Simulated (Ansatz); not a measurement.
Runs of Ansatz 0.2.0 on MoP. It takes space group P-6m2 (No. 187, hexagonal). Conventional cell: a = 3.223 Å, b = 3.223 Å, c = 3.191 Å, α = 90.00°, β = 90.00°, γ = 120.00°. Around Mo (site symmetry -6m2) lie 6 P at 2.45 Å. P (site symmetry -6m2) is surrounded by 6 Mo at 2.45 Å. 

```tsv
task	level	cell	k mesh	cutoff (eV)	smearing	gap on the mesh (eV)	pressure (GPa)	relaxed volume (Å³/atom)
relaxation of cell and atoms	PBE+D3(BJ)	relaxed	10 × 10 × 8	-	fermi-dirac 0.05 eV	-	0.0	(a)
single point	PBE	as given	10 × 10 × 8	254	gaussian 0.024 eV	none	2.6	-
relaxation of cell and atoms	PBEsol	relaxed	10 × 10 × 8	-	fermi-dirac 0.05 eV	-	0.0	14.12
phonons	PBEsol	as given	7 × 7 × 6	273	fermi-dirac 0.05 eV	none	-	-
single point	PBE	as given	10 × 10 × 8	254	gaussian 0.019 eV	none	2.6	-
```

Alike in all rows: potentials or basis all-electron LAPW, scalar-relativistic; no spin polarisation; basis error allowed 0.001 eV/atom.

Task: Fill in the values left out.

Result: (a) 14.06.

Caveats: the k mesh is thin for a metal, which can move the energy by tens of meV per atom (some runs); a metal's response needs a denser mesh (some runs).

A k mesh can miss the band edges, and the runs leave out spin-orbit coupling on Mo.

A gap of «none» marks a metal or a gap under the smearing width.
